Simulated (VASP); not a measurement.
# CdTe (F-43m) in VASP: notebook

One crystal, CdTe, is run at these levels: PBEsol; tasks: relaxation of the atoms.

Everything below comes from runs of VASP 6.6.1. Logs are shortened: lines on timing, memory, paths and dates and some standing lists are left out, and cuts for length are marked.

**Experimental background.**

From a printed reference work, data compilation, for a bulk crystal of CdTe at 0 K: band gap 1.607 eV.

The results are compared with them further down.

### 1 Starting point

Symmetry: F-43m, No. 216, cubic system. Conventional cell: a = 6.496 Å, b = 6.496 Å, c = 6.496 Å, α = 90.00°, β = 90.00°, γ = 90.00°. Around Cd (site symmetry -43m) lie 4 Te at 2.81 Å. Around Te (site symmetry -43m) lie 4 Cd at 2.81 Å.

### 2 Relaxation of the atoms, PBEsol (a relaxed cell with its volume scaled by 0.96)

INCAR reads:

```
PREC     = Accurate       # precision mode
ENCUT    = 600            # plane-wave cutoff, eV
EDIFF    = 1E-7           # SCF threshold, eV
ISMEAR   = 0              # smearing method
SIGMA    = 0.03           # smearing width, eV
LREAL    = F              # projectors in reciprocal space
LASPH    = T              # aspherical terms in the spheres
NELM     = 80             # most SCF steps
ALGO     = Normal         # electronic algorithm
ISIF     = 2              # what is computed and relaxed
LWAVE    = F              # write WAVECAR
LCHARG   = F              # write CHGCAR
GGA      = PS             # functional
IBRION   = 2              # ionic algorithm
NSW      = 40             # ionic steps
EDIFFG   = -0.01          # ionic threshold
```

KPOINTS reads:

```
regular mesh
0
Gamma
  8 8 8
```

POSCAR reads:

```
CdTe                                    
1.0
    0.0000000000      3.2039036427      3.2039036427
    3.2039036427      0.0000000000      3.2039036427
    3.2039036427      3.2039036427      0.0000000000
  Cd              Te            
     1     1
Direct
     0.0000000000000000    0.0000000000000000    0.0000000000000000
     0.2500000000000000    0.2500000000000000    0.2500000000000000
```

Potentials or basis: VASP PAW PBE potentials, release 64 (Cd, Te).

Launch:

```sh
> cat potpaw_PBE.64/Cd/POTCAR potpaw_PBE.64/Te/POTCAR > POTCAR
> mpirun -np 1 vasp_std > vasp.out
```

OUTCAR:

```text
PREC = Accurate
   ENCUT = 600
   EDIFF = 1E-7
   ISMEAR = 0
   LREAL = F
   LASPH = T
   NELM = 80
   ISIF = 2
   GGA = PS
   IBRION = 2
   NSW = 40
   EDIFFG = -0.01

 ion  position               nearest neighbor table
   1  0.000  0.000  0.000-   2 2.77   2 2.77   2 2.77   2 2.77
   2  0.250  0.250  0.250-   1 2.77   1 2.77   1 2.77   1 2.77

  LATTYP: Found a face centered cubic cell.
 ALAT       =     6.4078072854

  Lattice vectors:

 A1 = (   0.0000000000,   3.2039036427,   3.2039036427)
 A2 = (   3.2039036427,   0.0000000000,   3.2039036427)
 A3 = (   3.2039036427,   3.2039036427,   0.0000000000)

Analysis of symmetry for initial positions (statically):
=====================================================================
 Subroutine PRICEL returns:
 Original cell was already a primitive cell.

 Routine SETGRP: Setting up the symmetry group for a
 face centered cubic supercell.

 Subroutine GETGRP returns: Found 24 space group operations
 (whereof 24 operations were pure point group operations)
 out of a pool of 48 trial point group operations.

The static configuration has the point symmetry T_d .

Analysis of symmetry for dynamics (positions and initial velocities):
=====================================================================
 Subroutine PRICEL returns:
 Original cell was already a primitive cell.

 Routine SETGRP: Setting up the symmetry group for a
 face centered cubic supercell.

 Subroutine GETGRP returns: Found 24 space group operations
 (whereof 24 operations were pure point group operations)
 out of a pool of 48 trial point group operations.

The dynamic configuration has the point symmetry T_d .

 Subroutine INISYM returns: Found 24 space group operations
 (whereof 24 operations are pure point group operations),
 and found     1 'primitive' translations

----------------------------------------------------------------------------------------

                                     Primitive cell

  volume of cell :      65.7761

  direct lattice vectors                    reciprocal lattice vectors
     0.000000000  3.203903643  3.203903643    -0.156059625  0.156059625  0.156059625
     3.203903643  0.000000000  3.203903643     0.156059625 -0.156059625  0.156059625
     3.203903643  3.203903643  0.000000000     0.156059625  0.156059625 -0.156059625

  length of vectors
     4.531003984  4.531003984  4.531003984     0.270303199  0.270303199  0.270303199

  position of ions in fractional coordinates (direct lattice)
     0.000000000  0.000000000  0.000000000
     0.250000000  0.250000000  0.250000000

  ion indices of the primitive-cell ions
   primitive index   ion index
                 1           1
                 2           2

----------------------------------------------------------------------------------------

 KPOINTS: regular mesh

Automatic generation of k-mesh.
 Grid dimensions read from file:
 generate k-points for:    8    8    8

 Generating k-lattice:

  Cartesian coordinates                     Fractional coordinates (reciprocal lattice)
    -0.019507453  0.019507453  0.019507453     0.125000000  0.000000000  0.000000000
     0.019507453 -0.019507453  0.019507453     0.000000000  0.125000000  0.000000000
     0.019507453  0.019507453 -0.019507453     0.000000000  0.000000000  0.125000000

  Length of vectors
     0.033787900  0.033787900  0.033787900

  Shift w.r.t. Gamma in fractional coordinates (k-lattice)
     0.000000000  0.000000000  0.000000000

 Subroutine IBZKPT returns following result:
 ===========================================

 Found     29 irreducible k-points:

 Following reciprocal coordinates:
            Coordinates               Weight
  0.000000  0.000000  0.000000      1.000000
  0.125000  0.000000  0.000000      8.000000
  0.250000  0.000000  0.000000      8.000000
  0.375000  0.000000  0.000000      8.000000
  0.500000  0.000000  0.000000      4.000000
  0.125000  0.125000  0.000000      6.000000
[... 16 lines left out ...]
  0.500000  0.250000  0.125000     48.000000
 -0.375000  0.250000  0.125000     24.000000
 [... further k-points ...]
   k-points           NKPTS =     29   k-points in BZ     NKDIM =     29   number of bands    NBANDS=     13
   number of dos      NEDOS =    301   number of ions     NIONS =      2
   total plane-waves  NPLWV =  46656
   dimension x,y,z NGX =    36 NGY =   36 NGZ =   36
   dimension x,y,z NGXF=    72 NGYF=   72 NGZF=   72
   ions per type =               1   1
   NGX,Y,Z   is equivalent  to a cutoff of  13.21, 13.21, 13.21 a.u.
   NGXF,Y,Z  is equivalent  to a cutoff of  26.42, 26.42, 26.42 a.u.
 SYSTEM =  unknown system
   PREC   = accura    normal or accurate (medium, high low for compatibility)
   ISTART =      0    job   : 0-new  1-cont  2-samecut
   ICHARG =      2    charge: 1-file 2-atom 10-const
   ISPIN  =      1    spin polarized calculation?
   LNONCOLLINEAR =      F non collinear calculations
   LSORBIT =      F    spin-orbit coupling
   LASPH  =      T    aspherical Exc in radial PAW
   ENCUT  =  600.0 eV  44.10 Ry    6.64 a.u.   9.05  9.05  9.05*2*pi/ulx,y,z
   NELM   =     80;   NELMIN=  2; NELMDL= -5     # of ELM steps
   EDIFF  = 0.1E-06   stopping-criterion for ELM
   LREAL  =      F    real-space projection
   EDIFFG = -.1E-01   stopping-criterion for IOM
   NSW    =     40    number of steps for IOM
   IBRION =      2    ionic relax: 0-MD 1-quasi-New 2-CG
   NFREE  =      1    steps in history (QN), initial steepest desc. (CG)
   ISIF   =      2    stress and relaxation
   ISYM   =      2    0-nonsym 1-usesym 2-fastsym
   POTIM  = 0.5000    time-step for ionic-motion
   TEBEG  =    0.0;   TEEND  =   0.0 temperature during run
   PSTRESS=    0.0 pullay stress
   NELECT =      18.0000    total number of electrons
   NUPDOWN=      -1.0000    fix difference up-down
   EMIN   =  10.00;   EMAX   =-10.00  energy-range for DOS
   EFERMI =   0.00;   METHOD = LEGACY
   ISMEAR =     0;   SIGMA  =   0.03  broadening in eV -4-tet -1-fermi 0-gaus
   EFERMI_NEDOS =   21; number of points for ismear=-14 and -15
   IALGO  =     38    algorithm
   IMIX   =      4    mixing-type and parameters
     AMIX     =   0.40;   BMIX     =  1.00
     AMIX_MAG =   1.60;   BMIX_MAG =  1.00
  volume/ion in A,a.u.               =      32.89       221.94
  Fermi-wavevector in a.u.,A,eV,Ry     =   1.062860  2.008515 15.370123  1.129672
  Thomas-Fermi vector in A             =   2.198326
   LORBIT       =      0    0 simple, 1 ext, 2 COOP (PROOUT), +10 PAW based schemes
   GGA     = PS    functional components
   LHFCALC =     F    Hartree Fock is set to
   AEXX    =    0.0000 exact exchange contribution
   IVDW    =     0    specifies the selected vdW correction
   LEPSILON=     F    determine dielectric tensor
   LRPA    =     F    only Hartree local field effects (RPA)
 conjugate gradient relaxation of ions
 non-spin polarized calculation
 Gauss-broadening in eV      SIGMA  =   0.03
  energy-cutoff  :      600.00
  volume of cell :       65.78
 maximum number of plane-waves:      2209
   NGX = 19   NGY = 19   NGZ = 19

 number of electron      17.9999996 magnetization

 Free energy of the ion-electron system (eV)
  ---------------------------------------------------
  ext. energy  EPLUGINS =         0.00000000
  ---------------------------------------------------
  free energy    TOTEN  =        -5.47348166 eV

  energy without entropy =       -5.47348166  energy(sigma->0) =       -5.47348166

 E-fermi :   2.6638     XC(G=0):  -8.9335

 val. band max:        2.5274363752   @ k =   0.0000   0.0000   0.0000
 cond. band min:       3.2916313521   @ k =   0.0000   0.0000   0.0000
 fundamental gap:      0.7641949769
 Fermi energy:         2.6638296981

 k-point     1 :       0.0000    0.0000    0.0000
  band No.  band energies     occupation
      1      -8.8876      2.00000
      2      -5.8548      2.00000
      3      -5.8548      2.00000
      4      -5.8548      2.00000
      5      -5.5633      2.00000
      6      -5.5633      2.00000
      7       2.5274      2.00000
      8       2.5274      2.00000
      9       2.5274      2.00000
     10       3.2916      0.00000
     11       7.0472      0.00000
     12       7.0472      0.00000
     13       7.0472      0.00000

 k-point     2 :       0.1250    0.0000    0.0000
  band No.  band energies     occupation
      1      -8.8234      2.00000
      2      -5.8424      2.00000
      3      -5.8424      2.00000
      4      -5.8088      2.00000
      5      -5.5644      2.00000
      6      -5.5644      2.00000
      7       1.2456      2.00000
      8       2.3774      2.00000
      9       2.3774      2.00000
     10       4.1884      0.00000
     11       7.0356      0.00000
     12       7.2714      0.00000
     13       7.2714      0.00000

 k-point     3 :       0.2500    0.0000    0.0000
  band No.  band energies     occupation
      1      -8.6671      2.00000
      2      -5.8149      2.00000
      3      -5.8149      2.00000
      4      -5.6494      2.00000
      5      -5.5641      2.00000
      6      -5.5641      2.00000
      7      -0.3311      2.00000
      8       2.0625      2.00000
      9       2.0625      2.00000
     10       4.4904      0.00000
     11       7.6207      0.00000
     12       7.6207      0.00000
     13       7.8682      0.00000
[... 305 lines left out ...]
 k-point    23 :       0.5000    0.2500    0.1250
  band No.  band energies     occupation
      1      -8.4307      2.00000
      2      -5.7621      2.00000
      3      -5.7507      2.00000
      4      -5.5968      2.00000
      5      -5.5529      2.00000
      6      -5.2430      2.00000
      7      -1.5336      2.00000
      8       0.4340      2.00000
      9       1.3171      2.00000
     10       5.8005      0.00000
     11       6.9856      0.00000
     12       7.9095      0.00000
     13       9.2517      0.00000

 k-point    24 :      -0.3750    0.2500    0.1250
  band No.  band energies     occupation
      1      -8.3815      2.00000
      2      -5.7568      2.00000
      3      -5.7423      2.00000
      4      -5.5822      2.00000
      5      -5.5579      2.00000
      6      -5.0858      2.00000
      7      -1.9375      2.00000
      8       0.3093      2.00000
      9       1.1577      2.00000
     10       5.7760      0.00000
     11       6.9920      0.00000
     12       8.5007      0.00000
     13       9.7150      0.00000

 [... further k-points ...]

------------------------ aborting loop because EDIFF is reached ----------------------------------------

  FORCE on cell =-STRESS in cart. coord.  units (eV):
  Direction    XX          YY          ZZ          XY          YZ          ZX
  --------------------------------------------------------------------------------------
  -------------------------------------------------------------------------------------
  Total        0.7658306      0.7658306      0.7658306      0.0000000      0.0000000     -0.0000000
  in kB       18.6541276     18.6541276     18.6541276      0.0000000      0.0000000     -0.0000000
  external PRESSURE =      18.6541276 kB  Pullay stress =       0.0000000 kB

 VOLUME and BASIS-vectors are now :
 -----------------------------------------------------------------------------
  energy-cutoff  :      600.00
  volume of cell :       65.78
      direct lattice vectors                 reciprocal lattice vectors
     0.000000000  3.203903643  3.203903643    -0.156059625  0.156059625  0.156059625
     3.203903643  0.000000000  3.203903643     0.156059625 -0.156059625  0.156059625
     3.203903643  3.203903643  0.000000000     0.156059625  0.156059625 -0.156059625

 POSITION                                       TOTAL-FORCE (eV/Angst)
 -----------------------------------------------------------------------------------
      0.00000      0.00000      0.00000         0.000000      0.000000      0.000000
      1.60195      1.60195      1.60195        -0.000000     -0.000000     -0.000000
 -----------------------------------------------------------------------------------
    total drift:                               -0.000000     -0.000000     -0.000000

  FREE ENERGIE OF THE ION-ELECTRON SYSTEM (eV)
  ---------------------------------------------------
  free  energy   TOTEN  =        -5.4734816645 eV

  energy  without entropy=       -5.4734816645  energy(sigma->0) =       -5.47348166

 reached required accuracy - stopping structural energy minimisation
```

It took 33 s on 1 thread of Intel Xeon Platinum 8175M at 2.50GHz (Skylake/Cascade Lake), shared host; peak memory 0.22 GiB.

What came out:

```
Free energy             : -5.4735 eV
Pressure after relaxing : 1.9 GPa
Band gap on the k mesh  : 0.76 eV, direct
```

Final structure:
```
CELL_PARAMETERS angstrom
0.00000 3.20390 3.20390
3.20390 0.00000 3.20390
3.20390 3.20390 0.00000
ATOMIC_POSITIONS crystal
Cd 0.00000 0.00000 0.00000
Te 0.25000 0.25000 0.25000
```

Caveat: the relaxation stopped at its first step, so nothing moved; the PAW data sets were made with another functional, which shifts forces and pressure a little; spin-orbit coupling is left out, which moves the levels of the heavy elements.

(Continued in part 2 of 2.)
